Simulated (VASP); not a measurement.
# Si (I4_1/amd) in VASP: further runs

The runs below take Si through single point, with PBE.

Program: VASP 6.6.1. These are calculated values, not measurements. Logs are shortened: lines on timing, memory, paths and dates and some standing lists are left out, and cuts for length are marked.

**1. Starting point**

The structure is tetragonal, space group I4_1/amd (No. 141). Conventional cell: a = 4.743 Å, b = 4.743 Å, c = 2.659 Å, α = 90.00°, β = 90.00°, γ = 90.00°. Around Si (site symmetry -4m2) lie 6 Si at 2.46 to 2.66 Å.

This isn't the form of Si at room conditions, which is diamond.

**2. Single point, PBE**

Contents of INCAR:

```
SYSTEM = Si
ADDGRID  = .False.      
ALGO     = Normal         ! electronic algorithm
EDIFF    = 1E-6           ! SCF threshold, eV
ENCUT    = 300            ! plane-wave cutoff, eV
GGA      = PE             ! functional
ISIF     = 2              ! what is computed and relaxed
ISMEAR   = 0              ! smearing method
LASPH    = .True.         ! aspherical terms in the spheres
LCHARG   = .False.        ! write CHGCAR
LREAL    = .False.        ! projectors in reciprocal space
LWAVE    = .False.        ! write WAVECAR
NELM     = 100            ! most SCF steps
PREC     = Accurate       ! precision mode
SIGMA    = 0.05           ! smearing width, eV
```

Contents of KPOINTS:

```
k-points
0
Gamma
  7 7 7
  0 0 0
```

Contents of POSCAR:

```
Si
1.0
   -2.3713723045      2.3713723045      1.3292653899
    2.3713723045     -2.3713723045      1.3292653899
    2.3713723045      2.3713723045     -1.3292653899
Si
2
Direct
    0.5000000000      0.5000000000      0.0000000000
    0.2500000000      0.7500000000      0.5000000000
```

Potentials or basis: VASP PAW PBE potentials, release 64 (Si).

Command:

```bash
cat potpaw_PBE.64/Si/POTCAR > POTCAR
mpirun -np 1 vasp_std > vasp.out
```

OUTCAR:

```text
SYSTEM = Si
   EDIFF = 1E-6
   ENCUT = 300
   GGA = PE
   ISIF = 2
   ISMEAR = 0
   LASPH = .True.
   LREAL = .False.
   NELM = 100
   PREC = Accurate

 Found     40 irreducible k-points:

 Following reciprocal coordinates:
            Coordinates               Weight
  0.000000  0.000000  0.000000      1.000000
  0.142857  0.000000 -0.000000      8.000000
  0.285714  0.000000  0.000000      8.000000
  0.428571  0.000000  0.000000      8.000000
  0.142857  0.142857 -0.000000      8.000000
  0.285714  0.142857 -0.000000     16.000000
   k-points           NKPTS =     40   k-points in BZ     NKDIM =     40   number of bands    NBANDS=      8
   number of dos      NEDOS =    301   number of ions     NIONS =      2
   total plane-waves  NPLWV =   8000
   dimension x,y,z NGX =    20 NGY =   20 NGZ =   20
   dimension x,y,z NGXF=    40 NGYF=   40 NGZF=   40
   ions per type =               2
   NGX,Y,Z   is equivalent  to a cutoff of   9.22,  9.22,  9.22 a.u.
   NGXF,Y,Z  is equivalent  to a cutoff of  18.43, 18.43, 18.43 a.u.
 SYSTEM =  Si
   PREC   = accura    normal or accurate (medium, high low for compatibility)
   ISTART =      0    job   : 0-new  1-cont  2-samecut
   ICHARG =      2    charge: 1-file 2-atom 10-const
   ISPIN  =      1    spin polarized calculation?
   LNONCOLLINEAR =      F non collinear calculations
   LSORBIT =      F    spin-orbit coupling
   LASPH  =      T    aspherical Exc in radial PAW
   ENCUT  =  300.0 eV  22.05 Ry    4.70 a.u.   5.09  5.09  5.09*2*pi/ulx,y,z
   NELM   =    100;   NELMIN=  2; NELMDL= -5     # of ELM steps
   EDIFF  = 0.1E-05   stopping-criterion for ELM
[... 18 lines left out ...]
     AMIX     =   0.40;   BMIX     =  1.00
     AMIX_MAG =   1.60;   BMIX_MAG =  1.00
  volume/ion in A,a.u.               =      14.95       100.89
  Fermi-wavevector in a.u.,A,eV,Ry     =   1.054908  1.993486 15.140973  1.112830
  Thomas-Fermi vector in A             =   2.190086
   LORBIT       =      0    0 simple, 1 ext, 2 COOP (PROOUT), +10 PAW based schemes
   GGA     = PE    functional components
[... 5 lines left out ...]
 non-spin polarized calculation
 Gauss-broadening in eV      SIGMA  =   0.05
  energy-cutoff  :      300.00
  volume of cell :       29.90
 maximum number of plane-waves:       363
   NGX = 11   NGY = 11   NGZ = 11

 number of electron       8.0000004 magnetization

 Free energy of the ion-electron system (eV)
  ---------------------------------------------------
  ext. energy  EPLUGINS =         0.00000000
  ---------------------------------------------------
  free energy    TOTEN  =       -10.28466976 eV

  energy without entropy =      -10.28414452  energy(sigma->0) =      -10.28440714

 E-fermi :   9.4231     XC(G=0): -10.9840

 val. band max:        9.2871049024   @ k =   0.4286   0.4286  -0.0000
 cond. band min:       9.4469257976   @ k =   0.1429   0.0000  -0.0000
 fundamental gap:      0.1598208953
 Fermi energy:         9.4230771147

 k-point     1 :       0.0000    0.0000    0.0000
  band No.  band energies     occupation
      1      -4.5095      2.00000
      2       6.9519      2.00000
      3       6.9519      2.00000
      4       7.6569      2.00000
      5      10.9633      0.00000
      6      16.9357      0.00000
      7      18.5387      0.00000
      8      18.5481      0.00000

 k-point     2 :       0.1429    0.0000   -0.0000
  band No.  band energies     occupation
      1      -3.9638      2.00000
      2       6.0474      2.00000
      3       6.7573      2.00000
      4       9.4469      0.49997
      5      12.1400      0.00000
      6      14.1911      0.00000
      7      14.7831      0.00000
      8      17.0777      0.00000

 k-point     3 :       0.2857    0.0000    0.0000
  band No.  band energies     occupation
      1      -2.3387      2.00000
      2       5.8079      2.00000
      3       6.8012      2.00000
      4       8.6757      2.00000
      5      11.3034      0.00000
      6      12.9819      0.00000
      7      13.1562      0.00000
      8      15.1447      0.00000

 k-point     4 :       0.4286    0.0000    0.0000
  band No.  band energies     occupation
      1       0.3087      2.00000
      2       4.0316      2.00000
      3       6.8030      2.00000
      4       7.3803      2.00000
      5       8.6623      2.00000
      6      10.8736      0.00000
      7      14.1202      0.00000
      8      14.9489      0.00000

 k-point     5 :       0.1429    0.1429   -0.0000
  band No.  band energies     occupation
      1      -2.5963      2.00000
      2       5.9973      2.00000
      3       8.2357      2.00000
      4       9.5559      0.00017
      5      10.5950      0.00000
      6      11.2874      0.00000
      7      13.6987      0.00000
      8      14.2571      0.00000

 k-point     6 :       0.2857    0.1429   -0.0000
  band No.  band energies     occupation
      1      -0.1873      2.00000
      2       5.1986      2.00000
      3       6.5390      2.00000
      4       7.0285      2.00000
      5       9.6294      0.00000
      6      11.6734      0.00000
      7      12.6362      0.00000
      8      14.4185      0.00000

 [... further k-points ...]
[... 5 lines left out ...]
  --------------------------------------------------------------------------------------
  -------------------------------------------------------------------------------------
  Total        0.9303383      0.9303383     -0.1733641      0.0000000      0.0000000      0.0000000
  in kB       49.8517405     49.8517405     -9.2896359      0.0000000      0.0000000      0.0000000
  external PRESSURE =      30.1379484 kB  Pullay stress =       0.0000000 kB

 VOLUME and BASIS-vectors are now :
 -----------------------------------------------------------------------------
  energy-cutoff  :      300.00
  volume of cell :       29.90
      direct lattice vectors                 reciprocal lattice vectors
    -2.371372304  2.371372304  1.329265390     0.000000000  0.210848376  0.376147610
     2.371372304 -2.371372304  1.329265390     0.210848376  0.000000000  0.376147610
     2.371372304  2.371372304 -1.329265390     0.210848376  0.210848376  0.000000000

 POSITION                                       TOTAL-FORCE (eV/Angst)
 -----------------------------------------------------------------------------------
      0.00000      0.00000      1.32927        -0.000000      0.000000     -0.000000
      2.37137     -0.00000      0.66463         0.000000     -0.000000      0.000000
 -----------------------------------------------------------------------------------
    total drift:                                0.000000      0.000000      0.000000

  FREE ENERGIE OF THE ION-ELECTRON SYSTEM (eV)
  ---------------------------------------------------
  free  energy   TOTEN  =       -10.2846697561 eV

  energy  without entropy=      -10.2841445242  energy(sigma->0) =      -10.28440714
```

Run time: 3.9 s. Hardware: 1 thread of Intel Xeon Platinum 8488C (Sapphire Rapids), shared host; peak memory 0.11 GiB.

These settings aren't checked as converged: the numbers below hold their error.

What came out:

```
Free energy            : -10.2847 eV
Pressure               : 3.0 GPa
Band gap on the k mesh : none (metal or under the smearing width)
```

Caveat: the k mesh is coarse (spacing up to 0.39 Å⁻¹), so the values aren't converged; the cutoff is under 1.25 times the usual one of these potentials, so pressure, stress and relaxed cells hold a basis-set (Pulay) error.

[end of part 1 of 2]
